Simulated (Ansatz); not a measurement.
# GaP (rocksalt type): how the settings move a single-point run

How sensitive is a single-point run of GaP (rocksalt type) to its settings? A reference run comes first, then one run with altered input.

Computed with Ansatz 0.2.0 (reference: DFT, r2SCAN, PAW with Ansatz's default frozen-core files, scalar-relativistic, unless a step's input says otherwise).

**1. The structure to begin with**

It takes space group Fm-3m (No. 225, cubic). Conventional cell: a = 4.904 Å, b = 4.904 Å, c = 4.904 Å, α = 90.00°, β = 90.00°, γ = 90.00°. Ga (site symmetry m-3m) has 6 P at 2.45 Å as nearest neighbours. Around P (site symmetry m-3m) lie 6 Ga at 2.45 Å.

As a file:

```
CELL_PARAMETERS angstrom
0.00000 2.45220 2.45220
2.45220 0.00000 2.45220
2.45220 2.45220 0.00000
ATOMIC_POSITIONS crystal
Ga 0.00000 0.00000 0.00000
P 0.50000 0.50000 0.50000
```

**2. Baseline**

input.yaml

```yaml
crystal:
  lattice:
    - [0.0, 2.4521984886, 2.4521984886]
    - [2.4521984886, 0.0, 2.4521984886]
    - [2.4521984886, 2.4521984886, 0.0]
  atoms:
    - { symbol: Ga, position: [0.0, 0.0, 0.0] }
    - { symbol: P, position: [0.5, 0.5, 0.5] }
kpoints:
  mp_grid: { grid: [14, 14, 14] }
scf:
  occupations: { method: fermi_dirac, width: 0.05 }
hamiltonian:
  xc: r2scan
  pseudopotentials: { kind: paw }
output:
  forces: true
  stress: true
  eigenvalues: true
  populations: true
```

Started as:

```
$ ansatz run input.yaml --threads 1 --pin off --max-ram 2048MiB --backend cpu --events-out ev --progress --plain --runs-dir out
```

**3. Changing settings: occupations.method methfessel_paxton, occupations.width 0.025, accuracy medium**

input.yaml, as its differences from that of step 2:

```diff
@@ -11,3 +11,3 @@
 scf:
-  occupations: { method: fermi_dirac, width: 0.05 }
+  occupations: { method: methfessel_paxton, width: 0.025 }
 hamiltonian:
@@ -20 +20,6 @@
   populations: true
+  write_density: true
+  write_potential: true
+  elf: true
+  volumetric_format: npy
+accuracy: medium
```

Q: Predict the outcome of this session. Wanted: for each run, ending; energy change; pressure; gap; force.

The runs gave:

| run | ending | energy change | pressure (GPa) | gap (eV) | force (eV/Å) | cycles | time |
| --- | --- | --- | --- | --- | --- | --- | --- |
| reference | converged | 0 | 16.9 | 0.00 | 0.00 | 6 | 3.3 s |
| 1: occupations.method methfessel_paxton, occupations.width 0.025, accuracy medium | converged | -0.1 meV/atom (σ→0) | 16.9 | 0.00 | 0.00 | 7 | 3.8 s |

Times don't compare one to one where runs were asked for different outputs or read a saved state (see the inputs); cycles may leave out searches for a lower state.

Residual by cycle in the longest SCF loop of each run; runs are numbered as in the table. The quantity is the density residual dr2, in eV.

| cycle | reference | run 1 |
| --- | --- | --- |
| 1 | 0.0122 | 0.0122 |
| 2 | 6.9e-4 | 0.00288 |
| 3 | 3.5e-4 | 4.0e-4 |
| 4 | 3.7e-5 | 2.1e-4 |
| 5 | 1.6e-6 | 3.3e-5 |
| 6 | 4.2e-8 | 3.2e-6 |
| 7 | - | 6.7e-8 |

Changing the smearing hardly moves the energy: -0.1 meV/atom. Semilocal functionals close small gaps, so the missing gap need not be the real solid's. The structure is not at rest: the sound run finds 17 GPa, so these are no properties of the relaxed crystal. 
